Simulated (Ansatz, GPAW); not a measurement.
Given: the input of a run of GPAW 26.7.0 (ASE script) on TiB2. 

File run.py:

```python
from ase import Atoms
from ase.calculators.mixing import SumCalculator
from ase.dft.bandgap import bandgap
from ase.io import write
from ase.units import GPa
from dftd4.ase import DFTD4
from gpaw import GPAW, PW, setup_paths

setup_paths.insert(0, '.')

atoms = Atoms(['Ti', 'B', 'B'],
              cell=[[3.0292, 0.0, 0.0],
                    [-1.5146, 2.6233641531, 0.0],
                    [0.0, 0.0, 3.2284]],
              scaled_positions=[[0.014846, 0.01857, 0.008713],
                                [0.646836, 0.313532, 0.502201],
                                [0.346066, 0.682947, 0.496431]],
              pbc=True)

calc = GPAW(mode=PW(800),
            xc='PBEsol',
            kpts={'size': (10, 10, 8), 'gamma': True},
            occupations={'name': 'fermi-dirac', 'width': 0.05},
            nbands=20,
            convergence={'density': 1e-05, 'energy': 1e-05},
            maxiter=150,
            txt='gpaw.txt')
atoms.calc = SumCalculator([calc, DFTD4(method='pbesol')])
energy = atoms.get_potential_energy()
forces = atoms.get_forces()
stress = atoms.get_stress()
calc.write('gs.gpw')
write('result.traj', atoms)
print(f'Energy: {energy:.6f} eV')
print('Forces (eV/A):')
print(forces.round(4))
print('Stress (GPa):', (stress / GPa).round(3))
print('Fermi level:', round(calc.get_fermi_level(), 4), 'eV')
print(f'Gap: {bandgap(calc)[0]:.4f} eV, direct: {bandgap(calc, direct=True)[0]:.4f} eV')
```

Potentials or basis: PAW data sets generated in the run's folder for this functional, pw.

Launch:

```bash
$ gpaw-setup -f PBEsol B Ti
$ OMP_NUM_THREADS=1 python run.py
```

Problem. Set up the same calculation for Ansatz 0.2.0. Potentials or basis there: Ansatz PAW, cutoff 420 eV.

Solution. As run (cutoffs and basis follow the program's own potentials, and thresholds, step limits or extra output files can differ):

File input.yaml:

```yaml
crystal:
  lattice:
    - [3.0292, 0.0, 0.0]
    - [-1.5146, 2.6233641531, 0.0]
    - [0.0, 0.0, 3.2284]
  atoms:
    - { symbol: Ti, position: [0.014846, 0.01857, 0.008713] }
    - { symbol: B, position: [0.646836, 0.313532, 0.502201] }
    - { symbol: B, position: [0.346066, 0.682947, 0.496431] }
hamiltonian:
  xc: pbesol
  pseudopotentials: { kind: paw }
  dispersion: d4
kpoints:
  mp_grid: { grid: [10, 10, 8] }
scf:
  occupations: { method: fermi_dirac, width: 0.05 }
output:
  forces: true
  stress: true
  eigenvalues: true
```

Potentials or basis: Ansatz PAW.

Command:

```bash
$ ansatz run input.yaml --threads 1 --pin off --max-ram 3584MiB --backend cpu --events-out ev --progress --plain --runs-dir out
```

Both were run:

|  | GPAW | Ansatz |
| --- | --- | --- |
| Pressure | -7.2 GPa | -7.7 GPa |
| Largest force | 2.124 eV/Å | 2.116 eV/Å |

Ansatz's pressure holds a Pulay term of +0.20 GPa for its cutoff of 420 eV, which the other run lacks.

Ansatz's potentials were made for PBE.

Where Ansatz's input types no cutoff or centring, it takes its own default and a Γ-centred mesh.

Pressure is positive in compression.
